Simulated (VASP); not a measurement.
These are MS2 meta-GGA, VASP's PBE PAW potentials (set 64) (plane waves; VASP) values and carry that method's errors.

VASP input:

### KPOINTS
```
Automatic mesh
0
Gamma
7 7 7
0 0 0
```

INCAR:
```
! general
SYSTEM  = CaF2
PREC    = Accurate
ENCUT   = 520
LREAL   = F
LASPH   = T

! electronic loop
EDIFF   = 1E-7
NELM    = 100
ALGO    = Normal
LMIXTAU = T

! smearing
ISMEAR  = 0
SIGMA   = 0.05

! functional
METAGGA = MS2

! ions
ISIF    = 2

! output
LWAVE   = F
LCHARG  = F
```

File POSCAR:
```
CaF2
1
    0.0000000000     2.6750390969     2.6750390969
    2.6750390969     0.0000000000     2.6750390969
    2.6750390969     2.6750390969     0.0000000000
Ca F
1 2
Direct
  0.0000000000   0.0000000000   0.0000000000
  0.2500000000   0.2500000000   0.2500000000
  0.7500000000   0.7500000000   0.7500000000
```

POTCAR, in this order: Ca_sv F (PBE.64 set). Program: vasp_std.

The resulting files:

OSZICAR:
```
       N       E                     dE             d eps       ncg     rms          rms(c)
DAV:   1     0.199535180274E+03    0.19954E+03   -0.13199E+04   640   0.147E+03
DAV:   2    -0.284866161715E+02   -0.22802E+03   -0.22175E+03   808   0.390E+02
DAV:   3    -0.375205213818E+02   -0.90339E+01   -0.90070E+01   840   0.880E+01
DAV:   4    -0.377903215587E+02   -0.26980E+00   -0.26958E+00   912   0.119E+01
DAV:   5    -0.377934139979E+02   -0.30924E-02   -0.30917E-02   832   0.113E+00    0.565E+00
DAV:   6    -0.303177672462E+02    0.74756E+01   -0.21522E+01   848   0.437E+01    0.454E+00
DAV:   7    -0.379730923119E+02   -0.76553E+01   -0.25134E+01   816   0.549E+01    0.664E+00
DAV:   8    -0.278702639695E+02    0.10103E+02   -0.13101E+01   840   0.399E+01    0.196E+00
DAV:   9    -0.283663506702E+02   -0.49609E+00   -0.18265E+00   848   0.167E+01    0.598E-01
DAV:  10    -0.277799187545E+02    0.58643E+00   -0.75256E-01   872   0.106E+01    0.186E-01
DAV:  11    -0.278820909377E+02   -0.10217E+00   -0.18263E-01   640   0.565E+00    0.223E-01
DAV:  12    -0.278798863638E+02    0.22046E-02   -0.71645E-03   976   0.758E-01    0.153E-01
DAV:  13    -0.278800311644E+02   -0.14480E-03   -0.10655E-02   688   0.997E-01    0.130E-01
DAV:  14    -0.278788814391E+02    0.11497E-02   -0.49550E-03   680   0.690E-01    0.548E-02
DAV:  15    -0.278791630581E+02   -0.28162E-03   -0.59816E-04   712   0.289E-01    0.291E-02
DAV:  16    -0.278791718198E+02   -0.87618E-05   -0.32729E-05  1088   0.508E-02    0.242E-02
DAV:  17    -0.278791729087E+02   -0.10888E-05   -0.64639E-05   872   0.744E-02    0.194E-03
DAV:  18    -0.278791757689E+02   -0.28602E-05   -0.37792E-06   640   0.268E-02    0.180E-03
DAV:  19    -0.278791759868E+02   -0.21793E-06   -0.11082E-06   728   0.138E-02    0.774E-04
DAV:  20    -0.278791767105E+02   -0.72371E-06   -0.94928E-07   736   0.119E-02    0.452E-04
DAV:  21    -0.278791775753E+02   -0.86472E-06   -0.72658E-08   512   0.357E-03    0.386E-04
DAV:  22    -0.278791783079E+02   -0.73261E-06   -0.80173E-09   360   0.102E-03    0.230E-04
DAV:  23    -0.278791790988E+02   -0.79095E-06   -0.49422E-09   368   0.764E-04    0.103E-04
DAV:  24    -0.278791792826E+02   -0.18383E-06   -0.33475E-09   352   0.560E-04    0.526E-05
DAV:  25    -0.278791794448E+02   -0.16211E-06   -0.16234E-09   328   0.306E-04    0.102E-05
DAV:  26    -0.278791794042E+02    0.40511E-07   -0.86153E-10   320   0.196E-04
   1 F= -.27879179E+02 E0= -.27879179E+02  d E =-.443964E-21
```

**OUTCAR**
```
------------------------ aborting loop because EDIFF is reached ----------------------------------------
  FORCE on cell =-STRESS in cart. coord.  units (eV):
  Direction    XX          YY          ZZ          XY          YZ          ZX
  --------------------------------------------------------------------------------------
  Total        1.5512472      1.5512472      1.5512472      0.0000000     -0.0000000     -0.0000000
  in kB       64.9189067     64.9189067     64.9189067      0.0000000     -0.0000000     -0.0000000
  external PRESSURE =      64.9189067 kB  Pullay stress =       0.0000000 kB
  volume of cell :       38.28
      direct lattice vectors                 reciprocal lattice vectors
     0.000000000  2.675039097  2.675039097    -0.186913156  0.186913156  0.186913156
     2.675039097  0.000000000  2.675039097     0.186913156 -0.186913156  0.186913156
     2.675039097  2.675039097  0.000000000     0.186913156  0.186913156 -0.186913156
 POSITION                                       TOTAL-FORCE (eV/Angst)
 -----------------------------------------------------------------------------------
      0.00000      0.00000      0.00000         0.000000     -0.000000      0.000000
      1.33752      1.33752      1.33752         0.000000      0.000000      0.000000
      4.01256      4.01256      4.01256        -0.000000     -0.000000     -0.000000
 -----------------------------------------------------------------------------------
    total drift:                                0.000000      0.000000      0.000000
  FREE ENERGIE OF THE ION-ELECTRON SYSTEM (eV)
  ---------------------------------------------------
  free  energy   TOTEN  =       -27.8791794042 eV

  energy  without entropy=      -27.8791794042  energy(sigma->0) =      -27.87917940
```
(Selected blocks of OUTCAR.)

The compound is CaF2 in the fluorite structure. This cell is one point of a volume scan, at 0.94 of the reference volume.
